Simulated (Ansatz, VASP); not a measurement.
# NaCl: VASP beside Ansatz, part 2 of 2

Wanted: the spread between two codes on one cell, functional and k mesh. The cell is a member of a volume series, scaled by 0.985 from a relaxed one, so a pressure remains.

VASP 6.6.1 and Ansatz 0.2.0.

So far. Step 3 (Ansatz: single point, PBEsol, volume scaled by 0.985): The run ends at a pressure of 0.55 GPa.

### Step 6. Ansatz: single point, PBEsol, volume scaled by 1.035

Level of this step: Ansatz beside VASP: Kohn-Sham DFT, plane waves, PBEsol (Ansatz).

The same cell, functional, mesh and smearing now go to Ansatz, which takes its cutoff from its data sets.

The cell is a member of a volume series, scaled by 1.035 from a relaxed one, so a pressure remains.

File input.yaml:

```yaml
crystal:
  lattice:
    - [0.0, 2.82847027, 2.82847027]
    - [2.82847027, 0.0, 2.82847027]
    - [2.82847027, 2.82847027, 0.0]
  atoms:
    - { symbol: Na, position: [0.0, 0.0, 0.0] }
    - { symbol: Cl, position: [0.5, 0.5, 0.5] }
hamiltonian:
  xc: pbesol
  pseudopotentials: { kind: paw }
kpoints:
  mp_grid: { grid: [10, 10, 10] }
scf:
  occupations: { method: gaussian, width: 0.05 }
  n_extra_bands: 4
output:
  forces: true
  stress: true
  eigenvalues: true
```

Started as:

```
> ansatz run input.yaml --threads 2 --pin off --max-ram 4608MiB --backend cpu --events-out ev --progress --plain --runs-dir out
```

Numbers of over 12 decimals in the logs are rounded to 6 here.

Log:

```text
[...]
Crystal: 2 atoms, lattice volume = 45.257 Å³
Basis set: ecut = 420 eV, 893 PW (Γ), exchange–correlation on 54×54×54 points (8 copies of the dense FFT grid, shifted against one another)
Bands: 12, of which v1, the nominal top of the filled ones, is band 8 counted from 1 (7 counted from 0)
Symmetry: 48 space group operations
[...]
k-points: 47 of 1000
[...]
--- Band table (eV; the first three rows and the last of 47) ---
  k-point 0: bands = [... 4 lower, -11.6404, 0.9802, 0.9802, 0.9802, 5.8833, 11.8700, 11.8700, 11.8700]
  k-point 1: bands = [... 4 lower, -11.6102, 0.7290, 0.9536, 0.9536, 6.2164, 11.4841, 11.9996, 11.9996]
  k-point 2: bands = [... 4 lower, -11.5296, 0.1700, 0.8853, 0.8853, 6.9702, 10.9177, 12.1812, 12.1812]
  k-point 46: bands = [... 4 lower, -11.2442, -0.3770, -0.0498, 0.2382, 9.4713, 9.9595, 10.9411, 12.3971]
[key lines of the parts left out:]
SCF converged after 6 iterations
Free energy (F): -2540.283706 eV
Fermi energy:    3.432031 eV
P = ⅓ Tr σ = -0.7057 GPa (-7.057 kbar)
```

Run time: 0.45 s. Hardware: 2 threads of AMD EPYC 9R14 (Zen 4), shared host; peak memory 0.36 GiB; 0.77 s of CPU time.

The run ends at a pressure of -0.71 GPa.

### Step 7. Differences

Both answers:

```csv
quantity,Ansatz,VASP,difference
pressure (GPa),-0.71,-0.86,+0.15
gap on the k mesh (eV),4.903,4.898,+0.005
```

A gap on the mesh is an upper bound, since the band edges may lie between its points.

### Step 8. VASP: single point, PBEsol, volume scaled by 0.97

With cell and atoms fixed, the geometry can't cause a difference; cores, projectors, grids and the points listed under the comparison can. The cell compared in this pair holds 42.41 Å³, against 45.26 Å³ for the pair before.

The input asks for a relaxation, which ended at its first step since no free force or stress exceeded the threshold; so it serves as a single point.

File INCAR:

```
SYSTEM = NaCl
PREC = Accurate
ENCUT = 400
EDIFF = 1E-08
NELM = 100
ISMEAR = 0
SIGMA = 0.05
LREAL = .FALSE.
ALGO = Normal
GGA = PS
NBANDS = 13
LORBIT = 11
LWAVE = .FALSE.
LCHARG = .FALSE.
KPAR = 16
IBRION = 2
NSW = 30
ISIF = 4
EDIFFG = -0.002
```

File POSCAR:

```
NaCl
1.0
    0.0000000000      2.7679744717      2.7679744717
    2.7679744717      0.0000000000      2.7679744717
    2.7679744717      2.7679744717      0.0000000000
Na Cl
1 1
Direct
    0.0000000000      0.0000000000      0.0000000000
    0.5000000000      0.5000000000      0.5000000000
```

File KPOINTS:

```
Automatic mesh
0
Gamma
10 10 10
0 0 0
```

The projector-augmented-wave data sets are Na_pv and Cl (PBE family, release 64).

Started as:

```
> mpirun -np 16 vasp_std
```

Log:

```text
[... set-up lines as in an earlier step ...]
 entering main loop
       N       E                     dE             d eps       ncg     rms          rms(c)
DAV:   1     0.842210775140E+02    0.84221E+02   -0.64298E+03  1264   0.935E+02
DAV:   2    -0.697732126015E+00   -0.84919E+02   -0.79761E+02  1346   0.244E+02
DAV:   3    -0.704763040286E+01   -0.63499E+01   -0.63213E+01  1567   0.664E+01
DAV:   4    -0.714716339987E+01   -0.99533E-01   -0.99496E-01  1407   0.904E+00
[...]
DAV:  12    -0.699279956552E+01    0.56884E-06   -0.27085E-06  1422   0.115E-02    0.186E-03
DAV:  13    -0.699279971982E+01   -0.15430E-06   -0.69316E-08  1397   0.211E-03    0.852E-04
DAV:  14    -0.699279971818E+01    0.16425E-08   -0.18075E-09  1086   0.361E-04
   1 F= -.69927997E+01 E0= -.69927997E+01  d E =-.699280E+01
[...]
reached required accuracy - stopping structural energy minimisation
```

Parts of OUTCAR (step 8):

```text
  Total        0.2266363      0.2266363      0.2266363      0.0000000      0.0000000      0.0000000
  in kB        8.5609858      8.5609858      8.5609858      0.0000000      0.0000000      0.0000000
  external PRESSURE =       8.5609858 kB  Pullay stress =       0.0000000 kB

 POSITION                                       TOTAL-FORCE (eV/Angst)
 -----------------------------------------------------------------------------------
      0.00000      0.00000      0.00000        -0.000000     -0.000000     -0.000000
      2.76797      2.76797      2.76797         0.000000      0.000000      0.000000
 -----------------------------------------------------------------------------------
    total drift:                                0.000000      0.000000      0.000000

  FREE ENERGIE OF THE ION-ELECTRON SYSTEM (eV)
  ---------------------------------------------------
  free  energy   TOTEN  =        -6.9927997182 eV

  energy  without entropy=       -6.9927997182  energy(sigma->0) =       -6.99279972

[... 2 parts as in an earlier step ...]

[... 2 further parts left out ...]
[key lines of the parts left out:]
E-fermi :  -0.1646
```

### Step 9. Ansatz: single point, PBEsol, volume scaled by 0.97

The same cell, functional, mesh and smearing now go to Ansatz, which takes its cutoff from its data sets.

The cell is a member of a volume series, scaled by 0.97 from a relaxed one, so a pressure remains.

input.yaml, the sections that differ from step 6:

```yaml
crystal:
  lattice:
    - [0.0, 2.76797447, 2.76797447]
    - [2.76797447, 0.0, 2.76797447]
    - [2.76797447, 2.76797447, 0.0]
  atoms:
    - { symbol: Na, position: [0.0, 0.0, 0.0] }
    - { symbol: Cl, position: [0.5, 0.5, 0.5] }
output:
  forces: true
  stress: true
  eigenvalues: true
  write_density: true
  write_potential: true
  elf: true
  volumetric_format: npy
# hamiltonian, kpoints, scf: as in step 6
```

Started as:

```
> ansatz run input.yaml --threads 2 --pin off --max-ram 4608MiB --backend cpu --events-out ev --progress --plain --runs-dir out
```

Log:

```text
[...]
Crystal: 2 atoms, lattice volume = 42.415 Å³
Basis set: ecut = 420 eV, 869 PW (Γ), exchange–correlation on 54×54×54 points (8 copies of the dense FFT grid, shifted against one another)
Bands: 12, of which v1, the nominal top of the filled ones, is band 8 counted from 1 (7 counted from 0)
Symmetry: 48 space group operations
[...]
k-points: 47 of 1000
[...]
--- Band table (eV; the first three rows and the last of 47) ---
  k-point 0: bands = [... 4 lower, -11.2881, 1.4871, 1.4871, 1.4871, 6.6350, 12.4266, 12.4266, 12.4266]
  k-point 1: bands = [... 4 lower, -11.2517, 1.2093, 1.4563, 1.4563, 6.9874, 12.0465, 12.5670, 12.5670]
  k-point 2: bands = [... 4 lower, -11.1543, 0.5920, 1.3780, 1.3780, 7.7620, 11.5201, 12.7815, 12.7815]
  k-point 46: bands = [... 4 lower, -10.8123, -0.0210, 0.3396, 0.6576, 10.2175, 10.5507, 11.6874, 13.2296]
[key lines of the parts left out:]
SCF converged after 6 iterations
Free energy (F): -2540.282021 eV
Fermi energy:    4.061296 eV
P = ⅓ Tr σ = 1.0012 GPa (10.012 kbar)
```

Elapsed: 0.59 s, on 2 threads; peak memory 0.36 GiB; 1 s of CPU time.

The run ends at a pressure of 1.00 GPa.

### Step 10. Differences

Both answers:

```csv
quantity,Ansatz,VASP,difference
pressure (GPa),1.00,0.86,+0.15
gap on the k mesh (eV),5.148,5.143,+0.005
```

A gap on the mesh is an upper bound, since the band edges may lie between its points.

### Step 11. What came out

```
difference in gap on the k mesh (single point, PBEsol, volume scaled by 0.985) : 0.0055 eV
difference in gap on the k mesh (single point, PBEsol, volume scaled by 1.035) : 0.0052 eV
difference in gap on the k mesh (single point, PBEsol, volume scaled by 0.97)  : 0.0054 eV
```

What this shows: The difference in gap on the k mesh is 0.0055 eV (single point, PBEsol, volume scaled by 0.985), within the 0.08 eV picked in this series as the mark of a large difference. How closely two codes agree says nothing of how well the functional describes the real material.

[Lines on the potential files, build, host, timing and source positions are cut from VASP's logs without a mark.]

[Logs are printed without paths, hosts, clocks, repeated set-up lines and the standing remarks that a program may print on its own settings, such as how far it seeks lower states.]

[Hosts, paths, dates, database ids (printed as entryN), source tags and the programs' standing remarks are cut or masked in the printed files.]
